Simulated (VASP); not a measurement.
# GaAs (F-43m) in VASP: further runs, part 2 of 3

VASP 6.6.1.

**3. Single point, PBE, spin-orbit coupling, no magnetisation**

File INCAR:

```
SYSTEM = GaAs
PREC = Accurate ; ENCUT = 350
EDIFF = 1E-7 ; ISMEAR = 0
SIGMA = 0.02 ; LREAL = .False.
LASPH = .True. ; NELM = 100
ALGO = Normal ; ISIF = 2
LWAVE = .False. ; LCHARG = .False.
LNONCOLLINEAR = .True. ; MAGMOM = 0 0 0 0 0 0
LORBIT = 11 ; LSORBIT = .True.
GGA_COMPAT = .False. ; GGA = PE
NBANDS = 34
```

File KPOINTS:

```
Automatic mesh
0
Gamma
  6 6 6
  0 0 0
```

File POSCAR:

```
GaAs
1.0
    0.0000000000      2.8268500000      2.8268500000
    2.8268500000      0.0000000000      2.8268500000
    2.8268500000      2.8268500000      0.0000000000
As Ga
1 1
Direct
    0.7500000000      0.7500000000      0.7500000000
    0.0000000000      0.0000000000      0.0000000000
```

Potentials or basis: VASP PAW PBE potentials, release 64 (As, Ga_d).

Run with:

```console
> cat potpaw_PBE.64/As/POTCAR potpaw_PBE.64/Ga_d/POTCAR > POTCAR
> mpirun -np 1 vasp_ncl > vasp.out
```

OUTCAR:

```text
SYSTEM = GaAs
   PREC = Accurate
   ENCUT = 350
   EDIFF = 1E-7
   ISMEAR = 0
   LREAL = .False.
   LASPH = .True.
   NELM = 100
   ISIF = 2
   LNONCOLLINEAR = .True.
   LORBIT = 11
   LSORBIT = .True.
   GGA = PE

 Found     22 irreducible k-points:

 Following reciprocal coordinates:
            Coordinates               Weight
  0.000000  0.000000  0.000000      1.000000
  0.166667  0.000000  0.000000      4.000000
 -0.166667  0.000000  0.000000      4.000000
  0.333333  0.000000  0.000000      4.000000
 -0.333333  0.000000  0.000000      4.000000
  0.500000  0.000000  0.000000      4.000000
   k-points           NKPTS =     22   k-points in BZ     NKDIM =     22   number of bands    NBANDS=     34
   number of dos      NEDOS =    301   number of ions     NIONS =      2
   total plane-waves  NPLWV =  13824
   dimension x,y,z NGX =    24 NGY =   24 NGZ =   24
   dimension x,y,z NGXF=    48 NGYF=   48 NGZF=   48
   ions per type =               1   1
   NGX,Y,Z   is equivalent  to a cutoff of   9.98,  9.98,  9.98 a.u.
   NGXF,Y,Z  is equivalent  to a cutoff of  19.96, 19.96, 19.96 a.u.
 SYSTEM =  GaAs
   PREC   = accura    normal or accurate (medium, high low for compatibility)
   ISTART =      0    job   : 0-new  1-cont  2-samecut
   ICHARG =      2    charge: 1-file 2-atom 10-const
   ISPIN  =      1    spin polarized calculation?
   LNONCOLLINEAR =      T non collinear calculations
   LSORBIT =      T    spin-orbit coupling
   LASPH  =      T    aspherical Exc in radial PAW
   ENCUT  =  350.0 eV  25.72 Ry    5.07 a.u.   6.10  6.10  6.10*2*pi/ulx,y,z
   NELM   =    100;   NELMIN=  2; NELMDL= -5     # of ELM steps
   EDIFF  = 0.1E-06   stopping-criterion for ELM
   LREAL  =      F    real-space projection
   EDIFFG = 0.1E-05   stopping-criterion for IOM
   NSW    =      0    number of steps for IOM
   IBRION =     -1    ionic relax: 0-MD 1-quasi-New 2-CG
   NFREE  =      0    steps in history (QN), initial steepest desc. (CG)
   ISIF   =      2    stress and relaxation
   ISYM   =      2    0-nonsym 1-usesym 2-fastsym
   POTIM  = 0.5000    time-step for ionic-motion
   TEBEG  =    0.0;   TEEND  =   0.0 temperature during run
   PSTRESS=    0.0 pullay stress
   NELECT =      18.0000    total number of electrons
   NUPDOWN=      -1.0000    fix difference up-down
   EMIN   =  10.00;   EMAX   =-10.00  energy-range for DOS
   EFERMI =   0.00;   METHOD = LEGACY
   ISMEAR =     0;   SIGMA  =   0.02  broadening in eV -4-tet -1-fermi 0-gaus
   EFERMI_NEDOS =   21; number of points for ismear=-14 and -15
   IALGO  =     38    algorithm
   IMIX   =      4    mixing-type and parameters
     AMIX     =   0.40;   BMIX     =  1.00
     AMIX_MAG =   1.60;   BMIX_MAG =  1.00
  volume/ion in A,a.u.               =      22.59       152.44
  Fermi-wavevector in a.u.,A,eV,Ry     =   1.204628  2.276417 19.743799  1.451128
  Thomas-Fermi vector in A             =   2.340347
   LORBIT       =     11    0 simple, 1 ext, 2 COOP (PROOUT), +10 PAW based schemes
   GGA     = PE    functional components
   LHFCALC =     F    Hartree Fock is set to
   AEXX    =    0.0000 exact exchange contribution
   IVDW    =     0    specifies the selected vdW correction
   LEPSILON=     F    determine dielectric tensor
   LRPA    =     F    only Hartree local field effects (RPA)
 Gauss-broadening in eV      SIGMA  =   0.02
  energy-cutoff  :      350.00
  volume of cell :       45.18
 maximum number of plane-waves:      1384
   NGX = 13   NGY = 13   NGZ = 13

 number of electron      18.0000029 magnetization       0.0000000      0.0000000      0.0000000

 number of electron      18.0000029 magnetization       0.0000000      0.0000000     -0.0000000

 number of electron      18.0000029 magnetization      -0.0000000     -0.0000000     -0.0000000

 Free energy of the ion-electron system (eV)
  ---------------------------------------------------
  ext. energy  EPLUGINS =         0.00000000
  ---------------------------------------------------
  free energy    TOTEN  =        -8.24435164 eV

  energy without entropy =       -8.24435164  energy(sigma->0) =       -8.24435164

 E-fermi :   4.1840     XC(G=0):  -9.5832

 val. band max:        4.0489285693   @ k =   0.0000   0.0000   0.0000
 cond. band min:       4.4584699049   @ k =   0.0000   0.0000   0.0000
 fundamental gap:      0.4095413356
 Fermi energy:         4.1839572379

 k-point     1 :       0.0000    0.0000    0.0000
  band No.  band energies     occupation
      1     -11.1128      1.00000
      2     -11.1128      1.00000
      3     -11.1128      1.00000
      4     -11.1128      1.00000
      5     -10.6881      1.00000
      6     -10.6881      1.00000
[... 187 lines left out ...]
     29      15.7496      0.00000
     30      15.7496      0.00000

 [... further k-points ...]

 [bands above 30 left out]

------------------------ aborting loop because EDIFF is reached ----------------------------------------

  FORCE on cell =-STRESS in cart. coord.  units (eV):
  Direction    XX          YY          ZZ          XY          YZ          ZX
  --------------------------------------------------------------------------------------
  -------------------------------------------------------------------------------------
  Total        0.9295751      0.9295751      0.9295751      0.0000000     -0.0000000      0.0000000
  in kB       32.9652789     32.9652789     32.9652789      0.0000000     -0.0000000      0.0000000
  external PRESSURE =      32.9652789 kB  Pullay stress =       0.0000000 kB

 VOLUME and BASIS-vectors are now :
 -----------------------------------------------------------------------------
  energy-cutoff  :      350.00
  volume of cell :       45.18
      direct lattice vectors                 reciprocal lattice vectors
     0.000000000  2.826850000  2.826850000    -0.176875321  0.176875321  0.176875321
     2.826850000  0.000000000  2.826850000     0.176875321 -0.176875321  0.176875321
     2.826850000  2.826850000  0.000000000     0.176875321  0.176875321 -0.176875321

 POSITION                                       TOTAL-FORCE (eV/Angst)
 -----------------------------------------------------------------------------------
      4.24027      4.24027      4.24027        -0.000000     -0.000000     -0.000000
      0.00000      0.00000      0.00000         0.000000      0.000000      0.000000
 -----------------------------------------------------------------------------------
    total drift:                               -0.000003     -0.000003     -0.000003

  FREE ENERGIE OF THE ION-ELECTRON SYSTEM (eV)
  ---------------------------------------------------
  free  energy   TOTEN  =        -8.2443516431 eV

  energy  without entropy=       -8.2443516431  energy(sigma->0) =       -8.24435164

 Spin-Orbit-Coupling matrix elements

 Ion:    1  E_soc:     -0.0237070
 l=   1
     0.0000000    -0.0039435    -0.0039435
    -0.0039435     0.0000000    -0.0039435
    -0.0039435    -0.0039435     0.0000000
 l=   2
     0.0000000    -0.0000039     0.0000000    -0.0000039    -0.0000038
    -0.0000039     0.0000000    -0.0000028    -0.0000039    -0.0000009
     0.0000000    -0.0000028     0.0000000    -0.0000028     0.0000000
    -0.0000039    -0.0000039    -0.0000028     0.0000000    -0.0000009
    -0.0000038    -0.0000009     0.0000000    -0.0000009     0.0000000
 l=   3
     0.0000000     0.0000000     0.0000000     0.0000000     0.0000000     0.0000000     0.0000000
     0.0000000     0.0000000     0.0000000     0.0000000     0.0000000     0.0000000     0.0000000
     0.0000000     0.0000000     0.0000000     0.0000000     0.0000000     0.0000000     0.0000000
     0.0000000     0.0000000     0.0000000     0.0000000     0.0000000     0.0000000     0.0000000
     0.0000000     0.0000000     0.0000000     0.0000000     0.0000000     0.0000000     0.0000000
     0.0000000     0.0000000     0.0000000     0.0000000     0.0000000     0.0000000     0.0000000
     0.0000000     0.0000000     0.0000000     0.0000000     0.0000000     0.0000000     0.0000000

 Ion:    2  E_soc:     -0.0119046
 l=   1
     0.0000000    -0.0011518    -0.0011518
    -0.0011518     0.0000000    -0.0011518
    -0.0011518    -0.0011518     0.0000000
 l=   2
     0.0000000    -0.0001662     0.0000000    -0.0001662    -0.0006661
    -0.0001662     0.0000000    -0.0004996    -0.0001662    -0.0001665
     0.0000000    -0.0004996     0.0000000    -0.0004996     0.0000000
    -0.0001662    -0.0001662    -0.0004996     0.0000000    -0.0001665
    -0.0006661    -0.0001665     0.0000000    -0.0001665     0.0000000
 l=   3
     0.0000000     0.0000000     0.0000000     0.0000000     0.0000000     0.0000000     0.0000000
     0.0000000     0.0000000     0.0000000     0.0000000     0.0000000     0.0000000     0.0000000
     0.0000000     0.0000000     0.0000000     0.0000000     0.0000000     0.0000000     0.0000000
     0.0000000     0.0000000     0.0000000     0.0000000     0.0000000     0.0000000     0.0000000
     0.0000000     0.0000000     0.0000000     0.0000000     0.0000000     0.0000000     0.0000000
     0.0000000     0.0000000     0.0000000     0.0000000     0.0000000     0.0000000     0.0000000
     0.0000000     0.0000000     0.0000000     0.0000000     0.0000000     0.0000000     0.0000000

 total charge

# of ion       s       p       d       tot
------------------------------------------
    1        1.206   1.605   0.031   2.842
    2        0.878   0.805   9.993  11.676
--------------------------------------------------
tot          2.085   2.410  10.025  14.519

 magnetization (x)

# of ion       s       p       d       tot
------------------------------------------
    1        0.000   0.000   0.000   0.000
    2       -0.000   0.000   0.000  -0.000
--------------------------------------------------
tot         -0.000   0.000   0.000   0.000

 magnetization (y)

# of ion       s       p       d       tot
------------------------------------------
    1        0.000  -0.000  -0.000  -0.000
    2        0.000   0.000   0.000   0.000
--------------------------------------------------
tot          0.000   0.000  -0.000  -0.000

 magnetization (z)

# of ion       s       p       d       tot
------------------------------------------
    1       -0.000  -0.000   0.000  -0.000
    2       -0.000   0.000   0.000   0.000
--------------------------------------------------
tot         -0.000   0.000   0.000   0.000
```

Wall time 39 s (1 thread of Intel Xeon Platinum 8488C (Sapphire Rapids), shared host); peak memory 0.2 GiB.

These settings aren't checked as converged: the numbers below hold their error.

Results:

| Item | Value |
| --- | --- |
| Free energy | -8.2444 eV |
| Pressure | 3.3 GPa |
| Valence electrons inside the program's atomic spheres | As 2.84; Ga 11.68 |

Caveat: the cutoff is under 1.25 times the usual one of these potentials, so pressure, stress and relaxed cells hold a basis-set (Pulay) error.

**4. Single point, PBE, spin-orbit coupling, no magnetisation**

INCAR, as its differences from that of step 3:

```diff
@@ -1,3 +1,3 @@
 SYSTEM = GaAs
-PREC = Accurate ; ENCUT = 350
+PREC = Accurate ; ENCUT = 300
 EDIFF = 1E-7 ; ISMEAR = 0
```

File KPOINTS:

```
Automatic mesh
0
Gamma
  7 7 7
  0 0 0
```

POSCAR is that of step 3.

Run with:

```console
> cat potpaw_PBE.64/As/POTCAR potpaw_PBE.64/Ga_d/POTCAR > POTCAR
> mpirun -np 1 vasp_ncl > vasp.out
```

Wall time 50 s (1 thread of Intel Xeon Platinum 8488C (Sapphire Rapids), shared host); peak memory 0.2 GiB.

These settings aren't checked as converged: the numbers below hold their error.

Results:

| Quantity | Value |
| --- | --- |
| Free energy | -8.2596 eV |
| Valence electrons inside the program's atomic spheres | As 2.84; Ga 11.68 |

Caveat: the cutoff is under 1.25 times the usual one of these potentials, so pressure, stress and relaxed cells hold a basis-set (Pulay) error.

[end of part 2 of 3]
